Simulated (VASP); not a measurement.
# GaP (F-43m) under biaxial strain in the (110) plane

How do the elastic response and the band edges of GaP follow biaxial strain in the (110) plane?

Main program and level: VASP 6.6.1; LDA; plane waves and PAW (Ga_d, P), in the first sound run; inputs show where later runs differ.

This is a report of a sequence of runs, with most program output left out.

### Step 1. The starting structure

The structure is cubic, space group F-43m (No. 216). Conventional cell: a = 5.451 Å, b = 5.451 Å, c = 5.451 Å, α = 90.00°, β = 90.00°, γ = 90.00°. Nearest to Ga lie 4 P at 2.36 Å. Nearest to P lie 4 Ga at 2.36 Å. Farther neighbours are not listed.

As a file:

```cif
data_structure
_symmetry_space_group_name_H-M 'P 1'
_symmetry_Int_Tables_number 1
_cell_length_a 3.8544
_cell_length_b 3.8544
_cell_length_c 3.8544
_cell_angle_alpha 60.000
_cell_angle_beta 60.000
_cell_angle_gamma 60.000
_cell_volume 40.49
loop_
_atom_site_label
_atom_site_type_symbol
_atom_site_fract_x
_atom_site_fract_y
_atom_site_fract_z
_atom_site_occupancy
Ga1 Ga 0.00000 0.00000 0.00000 1
P2 P 0.25000 0.25000 0.25000 1
```

### Step 2. Relax the crystal, LDA

The series starts from the cell that this level prefers, so that zero strain is near zero stress.

This step took 2 runs in a row; the last is shown.

Level: LDA; plane waves and PAW (Ga_d, P).

Input file INCAR:

```
SYSTEM = GaP
PREC = Accurate
ENCUT = 450
EDIFF = 1E-07
NELM = 120
ISMEAR = 0
SIGMA = 0.02
LREAL = .FALSE.
ALGO = Normal
GGA = CA
NBANDS = 15
LASPH = .TRUE.
LORBIT = 11
LWAVE = .FALSE.
LCHARG = .FALSE.
KPAR = 16
IBRION = 2
NSW = 40
ISIF = 3
EDIFFG = -0.005
POTIM = 0.4
```

Input file POSCAR:

```
GaP
1.0
    0.0000000000      2.6961434033      2.6961434033
    2.6961434033      0.0000000000      2.6961434033
    2.6961434033      2.6961434033      0.0000000000
Ga P
1 1
Direct
    0.0000000000      0.0000000000      0.0000000000
    0.2500000000      0.2500000000      0.2500000000
```

Input file KPOINTS:

```
Automatic mesh
0
Gamma
10 10 10
0 0 0
```

Potentials, in the order of the species: Ga_d and P (LDA family, release 64).

On the command line:

```
> mpirun -np 16 vasp_std
```

Run time: 3 s. Hardware: 16 MPI ranks of Intel Xeon 6975P-C (Granite Rapids), shared host; peak memory 2.5 GiB.

This run gave:

```
energy(sigma→0) of the program : -10.4526 eV
stress, compression positive   : -0.01 along [110], -0.01 across it (mean), GPa
volume                         : 39.198 Å³
ionic steps                    : 1
```

### Step 3. Strain along the normal, LDA

One member in full: the plane is strained by 2 %, and the strain along the normal is moved by secant steps until the normal stress is under 0.012 GPa or five steps are spent; the atoms relax at each step.

This step took 4 runs, each at a new trial strain with the atoms of the one before; the last is shown.

Level: LDA; plane waves and PAW (Ga_d, P); cell typed or built by script.

Edit INCAR of step 2 so:

```diff
@@ -15,7 +15,7 @@
 LCHARG = .FALSE.
-KPAR = 16
-IBRION = 2
-NSW = 40
-ISIF = 3
-EDIFFG = -0.005
-POTIM = 0.4
+KPAR = 4
+IBRION = 1
+NSW = 25
+ISIF = 2
+EDIFFG = -0.004
+POTIM = 0.3
```

Input file POSCAR:

```
GaP
1.0
   -0.0404771510      2.7095891200      2.7500662710
    2.7095891200     -0.0404771510      2.7500662710
    2.6691119680      2.6691119680      0.0000000000
Ga P
1 1
Direct
    0.9981076465      0.9981076465      0.0018923535
    0.2518923535      0.2518923535      0.2481076465
```

KPOINTS is that of step 2.

On the command line:

```
> mpirun -np 4 vasp_std
```

Run time: 15 s. Hardware: 4 MPI ranks; peak memory 0.75 GiB; 40 s of CPU time.

This run gave:

```
energy(sigma→0) of the program : -10.4346 eV
stress, compression positive   : 0.00 along [110], -3.74 across it (mean), GPa
ionic steps                    : 1
```

### Step 4. Band edges, HSE06

Short lines in KPOINTS_OPT sample the zone centre along and across the normal of the plane, for masses, and the other valleys.

Level: HSE06; plane waves and PAW (Ga_d, P); cell typed or built by script.

Input file INCAR:

```
SYSTEM = GaP
PREC = Accurate
ENCUT = 450
EDIFF = 1E-06
NELM = 100
ISMEAR = 0
SIGMA = 0.02
LREAL = .FALSE.
ALGO = Normal
LHFCALC = .TRUE.
AEXX = 0.25
GGA = PE
HFSCREEN = 0.2
LASPH = .TRUE.
NBANDS = 14
PRECFOCK = Fast
LWAVE = .FALSE.
LCHARG = .FALSE.
KPAR = 4
```

POSCAR is that of step 3.

Input file KPOINTS:

```
Automatic mesh
0
Gamma
5 5 5
0 0 0
```

Input file KPOINTS_OPT:

```
Line mode
6
Line-mode
Reciprocal
  0.00000000   0.00000000   0.00000000
  0.01501903   0.01501903   0.03003806

  0.00000000   0.00000000   0.00000000
 -0.01547456   0.01547456   0.00000000

  0.31000000   0.31000000   0.00000000
  0.50000000   0.50000000   0.00000000

  0.00000000   0.31000000   0.31000000
  0.00000000   0.50000000   0.50000000

  0.45000000   0.45000000   0.45000000
  0.50000000   0.50000000   0.50000000

  0.45000000   0.00000000   0.00000000
  0.50000000   0.00000000   0.00000000

  0.42500000   0.42500000   0.00000000
  0.42467789   0.44656223   0.02124012

  0.50000000   0.50000000   0.50000000
  0.48452544   0.51547456   0.50000000
```

On the command line:

```
> mpirun -np 4 vasp_std
```

Elapsed: 3.1 min, on 4 MPI ranks; peak memory 1.1 GiB.

This run gave:

| Quantity | Value |
| --- | --- |
| energy(sigma→0) of the program | -10.7995 eV |

### Step 5. All members

Hybrid runs start from orbitals of a short LDA run, not shown.

Runs beyond LDA use the data sets made with LDA; this shifts their levels slightly, and their total energies have another zero.

The other members went through these steps as far as the tables show, with the same cutoff and, step by step, the same mesh; 42 runs are not shown. The session took 3.0 core hours (wall time by ranks) on a shared machine.

| in-plane strain (%) | strain along the normal (%) | mean of the two in-plane stresses, tension positive (GPa) | energy above the unstrained row (meV/atom) | gap on the mesh, LDA (eV) |
| --- | --- | --- | --- | --- |
| -2.000 | 1.200 | -4.052 | 10.082 | 0.992 |
| -1.500 | 0.886 | -3.013 | 5.706 | 1.123 |
| -1.000 | 0.577 | -1.987 | 2.580 | 1.246 |
| -0.500 | 0.280 | -0.980 | 0.688 | 1.334 |
| 0 | 0.000 | 0.006 | 0.000 | 1.402 |
| 0.500 | -0.274 | 0.970 | 0.526 | 1.363 |
| 1.000 | -0.534 | 1.916 | 2.224 | 1.326 |
| 1.500 | -0.773 | 2.843 | 5.067 | 1.292 |
| 2.000 | -1.003 | 3.738 | 9.039 | 1.230 |

Slopes at zero strain, from cubics through all rows: strain ratio -0.556, stress over strain 195 GPa.

Band edges at HSE06, counted from the valence-band top at Γ, with one row partly withheld:

| in-plane strain (%) | gap (eV) | conduction band at Γ (eV) | Δ or X valley along z (eV) | Δ or X valley along x (eV) | lowest conduction level at L, [111] (eV) | lowest conduction level at L, [-111] (eV) | second valence level below the top (eV) | third valence level below the top (eV) |
| --- | --- | --- | --- | --- | --- | --- | --- | --- |
| -2.000 | 1.810 | 3.178 | 1.810 | 2.092 | 2.802 | 2.416 | 0.062 | 0.288 |
| -1.500 | 1.941 | 3.181 | 1.941 | 2.127 | 2.761 | 2.479 | 0.042 | 0.213 |
| -1.000 | 2.055 | ? | 2.055 | 2.160 | 2.720 | 2.538 | 0.025 | 0.140 |
| -0.500 | 2.151 | 3.147 | 2.145 | 2.187 | 2.678 | 2.590 | 0.011 | 0.069 |
| 0 | 2.221 | 3.111 | 2.217 | 2.217 | 2.637 | 2.637 | 0.000 | 0.000 |
| 0.500 | 2.182 | 3.000 | 2.208 | 2.178 | 2.528 | 2.611 | 0.057 | 0.066 |
| 1.000 | 2.145 | 2.883 | 2.176 | 2.142 | 2.423 | 2.583 | 0.114 | 0.128 |
| 1.500 | 2.111 | 2.763 | 2.134 | 2.108 | 2.322 | 2.552 | 0.168 | 0.184 |
| 2.000 | 2.077 | 2.640 | 2.081 | 2.075 | 2.224 | 2.518 | 0.222 | 0.239 |

Conduction masses, in electron masses:

| in-plane strain (%) | conduction mass at Γ, along the strain axis or the normal of the plane | L [111] mass, longitudinal | L [111] mass, transverse along [1-10] |
| --- | --- | --- | --- |
| -2.000 | 0.116 | 1.737 | 0.142 |
| -1.500 | 0.122 | 1.740 | 0.142 |
| -1.000 | 0.129 | 1.743 | 0.142 |
| -0.500 | 0.136 | 1.695 | 0.141 |
| 0 | 0.144 | 1.706 | 0.142 |
| 0.500 | 0.151 | 1.686 | 0.141 |
| 1.000 | 0.159 | 1.688 | 0.141 |
| 1.500 | 0.166 | 1.640 | 0.140 |
| 2.000 | 0.170 | 1.644 | 0.140 |

### Step 6. A fit to the known rows

The quantity to fit is the conduction level at Γ above the mean of the three top valence levels at HSE06: 3.295, 3.266, 3.173, 3.111, 3.041, 2.964, 2.881, 2.793 eV in the rows shown.

A least-squares parabola through the 8 rows shown, with e the strain in %: E = − 0.01667 e² − 0.1270 e + 3.111 (eV), r.m.s. residual 0.0026 eV.

At e = -1 this predicts 3.2208 eV.

### Step 7. The withheld row

The calculation gives 3.2253 eV, so the prediction is 0.0045 eV too low, within twice the residual of the fit.

### Step 8. Results

```json
{
  "ratio of normal to in-plane strain": "-0.556",
  "biaxial modulus": "195 GPa",
  "gap of the unstrained cell, HSE06": "2.22 eV",
  "slope at zero strain of the conduction level at Γ above the mean of the three top valence levels, HSE06": "-127 meV per %",
  "error of the predicted row": "-4.5 meV"
}
```

In words: As a check, the curvature of the energy gives 196 GPa for the same modulus (energy per volume = M × strain²), 0 % from the slope of the stress. At HSE06 the lowest conduction valley is Δ or X throughout, and the gap runs between 1.81 and 2.22 eV. Hole masses are left out throughout, since the top bands are degenerate or cross in many series; of conduction masses, those of the Γ, L and (for Si and Ge under (001) strain) Δ valleys are kept where they change by under an eighth between rows. HSE06 ran on a coarser mesh than the semilocal levels. Spin-orbit coupling is left out at HSE06, so the valence splittings there lack it. Δ or X levels are the lowest on their line, refined by a parabola unless they lie at X; the gap is read from all points sampled and can differ from the lowest valley by some meV, or by tens of meV where strain moves the valence top off Γ. Temperature, zero-point motion and excitons are left out.

[Lines on the potential files, build, host, timing and source positions are cut from VASP's logs without a mark.]

[Logs are printed without paths, hosts, clocks, repeated set-up lines and the standing remarks that a program may print on its own settings, such as how far it seeks lower states.]

[Hosts, paths, dates, database ids (printed as entryN), source tags and the programs' standing remarks are cut or masked in the printed files.]

[In band tables of VASP the shares of atoms and orbitals are scaled to a sum of 1 inside the atoms' spheres.]
